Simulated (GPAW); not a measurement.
# Li (Im-3m) in GPAW: a series of runs, part 2 of 2

GPAW 26.7.0. Earlier steps stand in the parts before.

## 4. Equation of state, PBE

The input, run.py:

```python
from ase.eos import EquationOfState
from ase.io import Trajectory, read
from ase.units import GPa
from gpaw import GPAW, PW, setup_paths

setup_paths.insert(0, '.')

atoms = read('Li.xyz')

traj = Trajectory('eos.traj', 'w')
volumes, energies = [], []
for x in [0.94, 0.96, 0.98, 1.0, 1.02, 1.04, 1.06]:
    a = atoms.copy()
    a.set_cell(atoms.cell * x**(1 / 3), scale_atoms=True)
    calc = GPAW(mode=PW(800),
                xc='PBE',
                kpts={'size': (11, 11, 11), 'gamma': True},
                occupations={'name': 'fermi-dirac', 'width': 0.05},
                nbands=6,
                convergence={'density': 1e-05, 'energy': 1e-05},
                maxiter=150,
                txt=f'eos-{x:.2f}.txt')
    a.calc = calc
    energies.append(a.get_potential_energy(force_consistent=True))
    volumes.append(a.get_volume())
    p = -a.get_stress()[:3].mean() / GPa
    calc.write(f'eos-{x:.2f}.gpw')
    traj.write(a)
    print(f'{x:.2f} {volumes[-1]:10.4f} A^3 {energies[-1]:14.6f} eV {p:9.3f} GPa', flush=True)

v0, e0, B = EquationOfState(volumes, energies, eos='birchmurnaghan').fit()
print(f'V0 = {v0:.4f} A^3, E0 = {e0:.6f} eV, B0 = {B / GPa:.2f} GPa')
```

The input, Li.xyz:

```xyz
1
Lattice="-1.7546500000 1.7546500000 1.7546500000 1.7546500000 -1.7546500000 1.7546500000 1.7546500000 1.7546500000 -1.7546500000" Properties=species:S:1:pos:R:3 pbc="T T T"
Li     0.0000000000      0.0000000000      0.0000000000
```

Potentials or basis: PAW data sets generated in the run's folder for this functional, pw.

Launch:

```bash
$ gpaw-setup -f PBE Li
$ OMP_NUM_THREADS=1 python run.py
```

The program printed:

```text
__  _  _
 | _ |_)|_||  |
 |__||  | ||/\| - 26.7.0

Input parameters:
  mode=PW(ecut=800.0),
  convergence={'density': 1e-05, 'energy': 1e-05},
  kpts=MonkhorstPack(size=(11, 11, 11), gamma=True),
  maxiter=150,
  nbands=6,
  occupations=Occupations(name='fermi-dirac', width=0.05),
  xc=XC(name='PBE')

Diagonalizing LCAO Hamiltonian
Converting LCAO to pw mode

       Li

Atoms  # Å, Bohr magnetons
|   | symbol |        x |        y |        z |    initial magnetic moments |
|---|--------|----------|----------|----------|-----------------------------|
| 0 |     Li | 0.000000 | 0.000000 | 0.000000 | ( 0.0000,  0.0000,  0.0000) |

Unit cell  # Å
| periodic |         x |         y |         z |  lengths |     angles |
|----------|-----------|-----------|-----------|----------|------------|
|      yes | -1.718831 |  1.718831 |  1.718831 | 2.977102 | 109.471221 |
|      yes |  1.718831 | -1.718831 |  1.718831 | 2.977102 | 109.471221 |
|      yes |  1.718831 |  1.718831 | -1.718831 | 2.977102 | 109.471221 |

Number of symmetries: 48
Symmetry operations  # r_c * U_cc + t_c -> r_c
|    | kind |            matrix            |
|----|------|------------------------------|
|  0 |  σ   |  1, 1, 1,  0, 0,-1,  0,-1, 0 |
|  1 |  C4  |  1, 1, 1,  0, 0,-1, -1, 0, 0 |
|  2 |  C2  |  1, 1, 1,  0,-1, 0,  0, 0,-1 |
|  3 |  S6  |  1, 1, 1,  0,-1, 0, -1, 0, 0 |
|  4 |  S6  |  1, 1, 1, -1, 0, 0,  0, 0,-1 |
|  5 |  C4  |  1, 1, 1, -1, 0, 0,  0,-1, 0 |
|  6 |  E   |  1, 0, 0,  0, 1, 0,  0, 0, 1 |
|  7 |  σ   |  1, 0, 0,  0, 1, 0, -1,-1,-1 |
|  8 |  σ   |  1, 0, 0,  0, 0, 1,  0, 1, 0 |
|  9 |  C3  |  1, 0, 0,  0, 0, 1, -1,-1,-1 |
| 10 |  C3  |  1, 0, 0, -1,-1,-1,  0, 1, 0 |
| 11 |  σ   |  1, 0, 0, -1,-1,-1,  0, 0, 1 |
| 12 |  σ   |  0, 1, 0,  1, 0, 0,  0, 0, 1 |
| 13 |  C2  |  0, 1, 0,  1, 0, 0, -1,-1,-1 |
[... 126 lines left out ...]
  Fermi-Dirac:
    width: 0.0500  # eV

poisson solver:
  ecut: 6400.0  # eV

xc functional:
  name: PBE with 2 nearest neighbor stencil

convergence criteria:
- Maximum integral of absolute [dens]ity change: 1e-05 electrons / valence electron
- Maximum [total energy] change in last 3 cyles: 1e-05 eV / valence electron
- Maximum integral of absolute [eigenst]ate change: 4e-08 eV^2 / valence electron
maximum number of iterations: 150

SCF iterations
|iter     | |      energy | eigst |  dens |
|---------|-|-------------|-------|-------|
|iter:   1| |   -1.922084 | -0.11 |       |
|iter:   2| |   -1.919303 | -2.84 | -1.27 |
|iter:   3| |   -1.904176 | -3.35 | -1.29 |
|iter:   4| |   -1.903763 | -3.26 | -1.75 |
|iter:   5| |   -1.903778 | -4.91 | -2.51 |
|iter:   6| |   -1.903778 | -7.42c| -3.10 |
|iter:   7| |   -1.903778c| -8.86c| -4.59 |
|iter:   8| |   -1.903778c| -9.41c| -5.52c|

Converged in 8 steps
Energy contributions relative to reference atoms: (reference = -202.787844)

Energy contributions:
  Kinetic:           1.865909
  Coulomb:          -1.611702
  Zero:              0.000588
  External:          0.000000
  Xc:               -2.156714
  Entropy:          -0.003719
  Spinorbit:         0.000000
  ----------------------------
  Free energy:      -1.905637
  Extrapolated:     -1.903778

dipole moment: (-0.989480, -0.989480, -0.989480)  # |e|*Ang

Fermi level: 0.357
Eigenvalues  # (at kpt = [0.000, 0.000, 0.000])
| band index |      eig [eV] | occ [0-2] |
|------------|---------------|-----------|
|          0 |        -3.232 |     2.000 |
|          1 |        14.933 |     0.000 |
|          2 |        14.933 |     0.000 |
|          3 |        14.933 |     0.000 |
|          4 |        19.704 |     0.000 |
|          5 |        19.707 |     0.000 |

No gap
No difference between direct/indirect transitions

Stress tensor  # eV/Ang^3
|        x |        y |        z |
|----------|----------|----------|
| 0.000084 | 0.000000 | 0.000000 |
| 0.000000 | 0.000084 | 0.000000 |
| 0.000000 | 0.000000 | 0.000084 |

# Writing to eos-0.94.gpw (mode='')
```

stdout:

```text
0.94    20.3123 A^3      -1.905637 eV    -0.013 GPa
0.96    20.7445 A^3      -1.905215 eV    -0.297 GPa
0.98    21.1767 A^3      -1.904062 eV    -0.555 GPa
1.00    21.6088 A^3      -1.902243 eV    -0.791 GPa
1.02    22.0410 A^3      -1.899815 eV    -1.007 GPa
1.04    22.4732 A^3      -1.896833 eV    -1.204 GPa
1.06    22.9054 A^3      -1.893342 eV    -1.383 GPa
<dir> UserWarning: The minimum volume of your fit is not in your volumes.  You may not have a minimum in your dataset!
  warnings.warn(
V0 = 20.2932 A^3, E0 = -1.905638 eV, B0 = 13.96 GPa
```

It took 37 s on 1 thread of Arm Neoverse V1, shared host; peak memory 0.2 GiB.

Results:

| Quantity | Value |
| --- | --- |
| Equilibrium volume | 20.29 Å³/atom (rough: see the caveat) |
| Bulk modulus | 14.0 GPa (rough) |

Energy against volume, from the lowest point:
```
volume (Å³/atom)  energy (meV/atom)
          20.312               0.00
          20.744               0.42
          21.177               1.58
          21.609               3.39
          22.041               5.82
          22.473               8.80
          22.905              12.30
```

Caveat: the minimum lies outside the volumes run.
